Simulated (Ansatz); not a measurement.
# Mo (Im-3m) in Ansatz: a series of runs

Runs on Mo. Level: PBE. Tasks: single point, equation of state.

Everything below comes from runs of Ansatz 0.2.0. Logs are shortened: lines on timing, memory, paths and dates and some standing lists are left out, and cuts for length are marked.

## Step 1: The crystal as given

Symmetry: Im-3m, No. 229, cubic system. Conventional cell: a = 3.168 Å, b = 3.168 Å, c = 3.168 Å, α = 90.00°, β = 90.00°, γ = 90.00°. Around Mo (site symmetry m-3m) lie 8 Mo at 2.74 Å.

## Step 2: Single point, PBE, 14.94 Å³/atom (volume scaled by 0.94)

Contents of input.yaml:

```yaml
crystal:
  lattice:
    - [-1.5514772677, 1.5514772677, 1.5514772677]
    - [1.5514772677, -1.5514772677, 1.5514772677]
    - [1.5514772677, 1.5514772677, -1.5514772677]
  atoms:
    - { symbol: Mo, position: [0.0, 0.0, 0.0] }
hamiltonian:
  xc: pbe
  pseudopotentials: { kind: paw }
kpoints:
  mp_grid: { grid: [12, 12, 12] }
scf:
  occupations: { method: fermi_dirac, width: 0.05 }
output:
  forces: true
  stress: true
  eigenvalues: true
```

Potentials or basis: Ansatz PAW.

Command:

```bash
$ ansatz run input.yaml --threads 2 --pin off --max-ram 5632MiB --backend cpu --events-out ev --progress --plain --runs-dir out
```

Log:

```text
Warning: RAYON_NUM_THREADS=2 ignored (pool sized by the plan → 2); use --threads N
Engine: ansatz 0.2.0, aarch64-unknown-linux-gnu
Pseudopotentials: kind: paw
Pseudopotential: Mo, paw, valence charge 14, recommended cutoff 420 eV (normal), Mo.paw.azcp
Functional definition: PBE
  parameter kappa = 0.804
  parameter beta = 0.06672455060314922
  exchange = pbe_x(kappa = kappa, mu = beta*pi^2/3)
  correlation = pbe_c(beta = beta)
Crystal: 1 atoms, lattice volume = 14.938 Å³
Basis set: ecut = 420 eV, 321 PW (Γ), exchange–correlation on 36×36×36 points (8 copies of the dense FFT grid, shifted against one another)
Bands: 11, of which v1, the nominal top of the filled ones, is band 7 counted from 1 (6 counted from 0)
Symmetry: 48 space group operations
Space group: Im-3m (ITA 229), of the structure as read, at distance tolerance 2.5e-5 Å
k-points: 72 of 1728
Non-local potential: Mo, projectors of the file, l = 0: 3, l = 1: 2, l = 2: 2, l = 3: 1
PAW form: soft (Blöchl's): semilocal exchange-correlation on the pseudo side does not see the compensation charge
PAW one-centre angular grid: Mo, 590 points (default); XC on 64 Gauss nodes
Initial density: superposition of atomic densities (neutral atoms: chi_scale 0, normalization atom), corrected by the library's trained network
Initial wavefunctions: pseudopotential atomic-orbital guess
Functional: x = pbe(κ = 0.804, μ = 0.2195149727645171), c = pbe(β = 0.06672455060314922)
SCF iter   1: F=—  HF=-4955.997710 eV  |F-HF|=—  |Δ(HF+E_count)|=         —  Δρ=2.95e-3  dr2=5.97e-4  ethr=1.77e-3  ⟨swp⟩=5.0  Hψ=4662  notcnv=0
preconditioner: auto → none  [insulator: Δε(μ)=0.143 eV  Ē_g=8.726 eV  σ=0.050 eV  W_gap=0.59  n_scr=0 (ndim 8)  ℏωp=23.5 eV  f_vac=0.000  D(μ)=0.25/eV (n_scr^D=0)  ε∞_Penn≈8.3]
SCF iter   2: F=—  HF=-4955.997635 eV  |F-HF|=—  |Δ(HF+E_count)|=   7.50e-5  Δρ=1.43e-3  dr2=1.03e-4  ethr=4.26e-6  ⟨swp⟩=2.6  Hψ=1735  notcnv=0
SCF iter   3: F=—  HF=-4955.997642 eV  |F-HF|=—  |Δ(HF+E_count)|=   7.08e-6  Δρ=2.59e-4  dr2=6.39e-6  ethr=7.34e-7  ⟨swp⟩=2.0  Hψ=1257  notcnv=0
SCF iter   4: F=—  HF=-4955.997635 eV  |F-HF|=—  |Δ(HF+E_count)|=   6.78e-6  Δρ=4.47e-5  dr2=8.94e-8  ethr=4.57e-8  ⟨swp⟩=2.2  Hψ=1034  notcnv=0
iter 5 did not close the SCF: its close was put off for the readings that it lacked (scf_convergence_deferred on its scf_iter line)
SCF iter   5: F=-4955.997635 eV  HF=-4955.997635 eV  |F-HF|=7.09e-9  |Δ(HF+E_count)|=   2.36e-8  Δρ=1.56e-5  dr2=1.15e-8  ethr=6.39e-10  ⟨swp⟩=2.0  Hψ=1291  notcnv=0
SCF iter   6: F=-4955.997635 eV  HF=-4955.997635 eV  |F-HF|=5.56e-10  |Δ(HF+E_count)|=   3.73e-9  Δρ=5.23e-6  dr2=1.08e-9  ethr=8.18e-11  ⟨swp⟩=1.1  Hψ=2446  notcnv=0
SCF 1 converged in 6 iterations: F = -4955.997635 eV  dr2 = 1.08e-9
SCF converged after 6 iterations
Free energy (F): -4955.997635 eV
Harris-Foulkes:  -4955.997635 eV  (|F-HF|=5.56e-10)
Internal energy: -4955.995526 eV  (E = F + TS)
E sigma→0 (E₀):  -4955.996581 eV
Entropy (-TS):   -0.002109 eV (-2.109 meV/atom)
Fermi energy:    22.187169 eV
--- Per-component energies (eV) ---
  E_band       = -39.686388
  E_kinetic    = 443.173754
  E_local      = -751.069329  (includes V_loc(G=0)·N_el)
  E_nonlocal   = 142.908368
  E_hartree    = 249.844806
  E_xc         = -184.348614
  E_vxc        = -230.174403  (∫ρ·V_xc dr)
  E_paw        = -3201.449755  (= ΣΔE_a)
  E_vpaw       = -144.213867  (= ΣTr[D̂ρ^β])
  E_aug_tail   = 0.000045  (compensation charges beyond the density's cutoff)
  E_ewald      = -1655.054802
  E_smearing   = -0.002109  (= −TS)
  E_closure    = 0.000000  (closes the sum)
  Σ components = -4955.997635   (vs F -4955.997635, Δ=0.00e0)
--- Forces (eV/Å), atoms counted from 1 ---
  atom   1  Mo     0.00000000    -0.00000000     0.00000000
  max |Σ_I F_I| component: 5.96e-32 eV/Å
--- Stress (GPa, compression-positive) ---
       16.119366      -0.000000      -0.000000
        0.000000      16.119366       0.000000
        0.000000       0.000000      16.119366
  P = ⅓ Tr σ = 16.1194 GPa (161.194 kbar)
--- Band table (eV; the first three rows and the last of 72) ---
  k-point 0: bands = ["-39.0547", "-12.2017", "-12.2017", "-12.2017", "14.8718", "20.7864", "20.7864", "20.7864", "23.9807", "23.9807", "36.9908"]
  k-point 1: bands = ["-39.0340", "-12.3180", "-12.2372", "-12.2027", "15.1913", "20.6037", "20.7519", "21.0923", "23.7213", "23.9857", "37.2280"]
  k-point 2: bands = ["-38.9770", "-12.6288", "-12.3332", "-12.2054", "16.0235", "20.1412", "20.5973", "21.9809", "23.3659", "24.0272", "37.5972"]
  k-point 71: bands = ["-38.5166", "-13.3055", "-13.3055", "-13.3055", "16.4467", "16.4467", "26.4812", "26.4812", "26.4812", "31.6540", "31.6540"]
```

Wall time 0.51 s (2 threads of Arm Neoverse V2, shared host); peak memory 0.25 GiB.

What came out:

| Quantity | Value |
| --- | --- |
| Free energy | -4955.9976 eV |
| Pressure | 16.1 GPa |
| Band gap on the k mesh | none (metal or under the smearing width) |

## Step 3: Single point, PBE, 15.26 Å³/atom (volume scaled by 0.96)

Contents of input.yaml:

```yaml
crystal:
  lattice:
    - [-1.562403524, 1.562403524, 1.562403524]
    - [1.562403524, -1.562403524, 1.562403524]
    - [1.562403524, 1.562403524, -1.562403524]
  atoms:
    - { symbol: Mo, position: [0.0, 0.0, 0.0] }
hamiltonian:
  xc: pbe
  pseudopotentials: { kind: paw }
kpoints:
  mp_grid: { grid: [12, 12, 12] }
scf:
  occupations: { method: fermi_dirac, width: 0.05 }
output:
  forces: true
  stress: true
  eigenvalues: true
  write_density: true
  write_potential: true
  elf: true
  volumetric_format: npy
```

Potentials or basis: Ansatz PAW.

Command:

```bash
$ ansatz run input.yaml --threads 2 --pin off --max-ram 5632MiB --backend cpu --events-out ev --progress --plain --runs-dir out
```

Run time: 0.61 s. Hardware: 2 threads of Arm Neoverse V2, shared host; peak memory 0.26 GiB.

The run converged. Its results:

* Free energy: -4956.0229 eV
* Pressure: 9.5 GPa
* Band gap on the k mesh: none (metal or under the smearing width)

## Step 4: Single point, PBE, 15.57 Å³/atom (volume scaled by 0.98)

Changes to input.yaml since step 3:

```diff
@@ -2,5 +2,5 @@
   lattice:
-    - [-1.562403524, 1.562403524, 1.562403524]
-    - [1.562403524, -1.562403524, 1.562403524]
-    - [1.562403524, 1.562403524, -1.562403524]
+    - [-1.5731790612, 1.5731790612, 1.5731790612]
+    - [1.5731790612, -1.5731790612, 1.5731790612]
+    - [1.5731790612, 1.5731790612, -1.5731790612]
   atoms:
```

Command:

```bash
$ ansatz run input.yaml --threads 2 --pin off --max-ram 5632MiB --backend cpu --events-out ev --progress --plain --runs-dir out
```

Wall time 0.63 s (2 threads of Arm Neoverse V2, shared host); peak memory 0.26 GiB.

Results (log left out):

| Property | Result |
| --- | --- |
| Free energy | -4956.0357 eV |
| Pressure | 3.5 GPa |
| Band gap on the k mesh | none (metal or under the smearing width) |

## Step 5: Single point, PBE, 15.89 Å³/atom

Contents of input.yaml:

```yaml
crystal:
  lattice:
    - [-1.5838089719, 1.5838089719, 1.5838089719]
    - [1.5838089719, -1.5838089719, 1.5838089719]
    - [1.5838089719, 1.5838089719, -1.5838089719]
  atoms:
    - { symbol: Mo, position: [0.0, 0.0, 0.0] }
hamiltonian:
  xc: pbe
  pseudopotentials: { kind: paw }
kpoints:
  mp_grid: { grid: [12, 12, 12] }
scf:
  occupations: { method: fermi_dirac, width: 0.05 }
output:
  forces: true
  stress: true
  eigenvalues: true
```

Command:

```bash
$ ansatz run input.yaml --threads 2 --pin off --max-ram 5632MiB --backend cpu --events-out ev --progress --plain --runs-dir out
```

Wall time 0.48 s (2 threads of Arm Neoverse V2, shared host); peak memory 0.26 GiB.

The run converged. Its results:

```yaml
Free_energy: -4956.0372 eV
Pressure: -1.9 GPa
Band_gap_on_the_k_mesh: none (metal or under the smearing width)
```

## Step 6: Single point, PBE, 16.21 Å³/atom (volume scaled by 1.02)

Contents of input.yaml:

```yaml
crystal:
  lattice:
    - [-1.5942980787, 1.5942980787, 1.5942980787]
    - [1.5942980787, -1.5942980787, 1.5942980787]
    - [1.5942980787, 1.5942980787, -1.5942980787]
  atoms:
    - { symbol: Mo, position: [0.0, 0.0, 0.0] }
hamiltonian:
  xc: pbe
  pseudopotentials: { kind: paw }
kpoints:
  mp_grid: { grid: [12, 12, 12] }
scf:
  occupations: { method: fermi_dirac, width: 0.05 }
output:
  forces: true
  stress: true
  eigenvalues: true
  write_density: true
  write_potential: true
  elf: true
  volumetric_format: npy
```

Potentials or basis: Ansatz PAW.

Command:

```bash
$ ansatz run input.yaml --threads 2 --pin off --max-ram 5632MiB --backend cpu --events-out ev --progress --plain --runs-dir out
```

Run time: 0.62 s. Hardware: 2 threads of Arm Neoverse V2, shared host; peak memory 0.26 GiB.

It converged, with:

```yaml
Free_energy: -4956.0287 eV
Pressure: -6.7 GPa
Band_gap_on_the_k_mesh: none (metal or under the smearing width)
```

## Step 7: Single point, PBE, 16.53 Å³/atom (volume scaled by 1.04)

Contents of input.yaml:

```yaml
crystal:
  lattice:
    - [-1.6046509537, 1.6046509537, 1.6046509537]
    - [1.6046509537, -1.6046509537, 1.6046509537]
    - [1.6046509537, 1.6046509537, -1.6046509537]
  atoms:
    - { symbol: Mo, position: [0.0, 0.0, 0.0] }
hamiltonian:
  xc: pbe
  pseudopotentials: { kind: paw }
kpoints:
  mp_grid: { grid: [12, 12, 12] }
scf:
  occupations: { method: fermi_dirac, width: 0.05 }
output:
  forces: true
  stress: true
  eigenvalues: true
```

Command:

```bash
$ ansatz run input.yaml --threads 2 --pin off --max-ram 5632MiB --backend cpu --events-out ev --progress --plain --runs-dir out
```

It took 0.48 s on 2 threads of Arm Neoverse V2, shared host; peak memory 0.26 GiB.

Results (log left out):

```yaml
Free_energy: -4956.0111 eV
Pressure: -11.0 GPa
Band_gap_on_the_k_mesh: none (metal or under the smearing width)
```

## Step 8: Single point, PBE, 16.85 Å³/atom (volume scaled by 1.06)

Changes to input.yaml since step 7:

```diff
@@ -2,5 +2,5 @@
   lattice:
-    - [-1.6046509537, 1.6046509537, 1.6046509537]
-    - [1.6046509537, -1.6046509537, 1.6046509537]
-    - [1.6046509537, 1.6046509537, -1.6046509537]
+    - [-1.614871936, 1.614871936, 1.614871936]
+    - [1.614871936, -1.614871936, 1.614871936]
+    - [1.614871936, 1.614871936, -1.614871936]
   atoms:
```

Command:

```bash
$ ansatz run input.yaml --threads 2 --pin off --max-ram 5632MiB --backend cpu --events-out ev --progress --plain --runs-dir out
```

Run time: 0.52 s. Hardware: 2 threads of Arm Neoverse V2, shared host; peak memory 0.26 GiB.

Results (log left out):

```yaml
Free_energy: -4955.9853 eV
Pressure: -14.9 GPa
Band_gap_on_the_k_mesh: none (metal or under the smearing width)
```

## Step 9: Equation of state, PBE

Potentials or basis: Ansatz PAW.

This step only gathers the single runs of the series.

What came out:

- Equilibrium volume: 15.78 Å³/atom
- Bulk modulus: 262 GPa
- Pressure derivative of the bulk modulus: 4.3

Energy against volume, from the lowest point:
```tsv
volume (Å³/atom)	energy (meV/atom)
14.938	39.60
15.256	14.32
15.574	1.55
15.892	0.00
16.209	8.54
16.527	26.15
16.845	51.90
```
